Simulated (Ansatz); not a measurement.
Consider ZnTe in the zinc blende structure (space group F-43m, No. 216; a = 6.066 Å). Axes: x, y, z lie along the cube axes.

Calculations: PBEsol/PAW in Ansatz (a quantum-chemistry and plane-wave program), without spin-orbit coupling, earlier PAW set.

The change: uniaxial strain ε_xx = −2.72 %, all other strain components held at zero; the atoms relax in the strained cell.

**Question.** Predict the stress tensor and what it implies for the stiffness.

**Answer.** Stress of the strained cell less that of the base (GPa, compression positive):
```
   2.01    0.00    0.00
   0.00    1.20    0.00
   0.00    0.00    1.20
```

Then −Δσ_ii/ε with ε = -0.0272 gives secant stiffness values (nonlinear terms included at this strain): C11 ≈ 74 GPa, C12 ≈ 44 GPa and C13 ≈ 44 GPa.

As a check, the harmonic strain energy −½ V₀ Δσ:ε is 4.8 meV/atom; the computed energy rise is 4.7 meV/atom.

No phonon test of stability was made.
